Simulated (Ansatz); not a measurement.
# CdS (P6_3mc): how far a G0W0 gap depends on its settings

How well converged is a G0W0 gap of the published phase of CdS (P6_3mc)?

Code: Ansatz 0.2.0. G0W0, plane waves. Calculated at 0 K for a non-magnetic cell.

**1. The system as given**

The cell was relaxed beforehand with r2SCAN.

It is hexagonal, P6_3mc (No. 186); conventional cell a = 4.165 Å, c = 6.766 Å, 25.41 Å³ an atom. Around Cd lie 4 S at 2.54–2.55 Å; around S lie 4 Cd at 2.54–2.55 Å.

Structure file:

```
CELL_PARAMETERS angstrom
4.16462 0.00000 0.00000
-2.08231 3.60667 0.00000
0.00000 0.00000 6.76598
ATOMIC_POSITIONS crystal
Cd 0.33333 0.66667 0.99903
Cd 0.66667 0.33333 0.49903
S 0.33333 0.66667 0.37597
S 0.66667 0.33333 0.87597
```

**2. 165 empty bands, 80 eV**

input.yaml reads:

```yaml
crystal:
  lattice:
    - [4.1646212322, 0.0, 0.0]
    - [-2.0823106161, 3.6066677843, 0.0]
    - [0.0, 0.0, 6.7659754265]
  atoms:
    - { symbol: Cd, position: [0.3333333333, 0.6666666667, -0.0009650882] }
    - { symbol: Cd, position: [0.6666666667, 0.3333333333, 0.4990349118] }
    - { symbol: S, position: [0.3333333333, 0.6666666667, 0.3759650882] }
    - { symbol: S, position: [0.6666666667, 0.3333333333, 0.8759650882] }
kpoints:
  mp_grid: { grid: [6, 6, 2] }
hamiltonian:
  xc: pbe
scf:
  occupations: { method: fixed }
gw:
  n_empty_bands: 165
  ecut_chi: 80
  qp_bands: [v2, c2]
  qp_kpoints: band_edges
  screening: { model: contour_deformation }
```

On the command line:

```bash
$ ansatz run input.yaml --threads 2 --pin off --max-ram 3686MiB --backend cpu --events-out ev --progress --plain --runs-dir out
```

**3. 382 empty bands, 140 eV**

Changes to input.yaml since step 2:

```diff
@@ -17,4 +17,4 @@
 gw:
-  n_empty_bands: 165
-  ecut_chi: 80
+  n_empty_bands: 382
+  ecut_chi: 140
   qp_bands: [v2, c2]
```

**4. 702 empty bands, 210 eV**

Changes to input.yaml since step 3:

```diff
@@ -17,4 +17,4 @@
 gw:
-  n_empty_bands: 382
-  ecut_chi: 140
+  n_empty_bands: 702
+  ecut_chi: 210
   qp_bands: [v2, c2]
```

**5. Starting from HSE06**

Changes to input.yaml since step 4:

```diff
@@ -13,3 +13,3 @@
 hamiltonian:
-  xc: pbe
+  xc: hse06
 scf:
@@ -17,4 +17,4 @@
 gw:
-  n_empty_bands: 702
-  ecut_chi: 210
+  n_empty_bands: 382
+  ecut_chi: 140
   qp_bands: [v2, c2]
```

**6. Starting from LDA**

Changes to input.yaml since step 5:

```diff
@@ -13,3 +13,3 @@
 hamiltonian:
-  xc: hse06
+  xc: lda
 scf:
```

Q: Predict the outcome of this session. Wanted: for each run, start; potentials; frequencies; empty bands; cutoff; Kohn-Sham gap; G0W0 gap.

As calculated:

```
start  potentials  frequencies  empty bands  cutoff (eV)   mesh  Kohn-Sham gap (eV)  G0W0 gap (eV)
  PBE         PAW         full          165           80  6×6×2                1.17           1.87
  PBE         PAW         full          382          140  6×6×2                1.17           1.93
HSE06         PAW         full          382          140  6×6×2                2.19           2.53
```

Gaps are those on each run's own mesh. Runs that failed or were set aside have no row.

What this shows: With bands and cutoff raised together, from 165 bands at 80 eV to 382 at 140 eV, the gap moves by +0.06 eV; the steps shown don't fix a limit. The starting point matters: against PBE, HSE06 gives +0.60 eV.
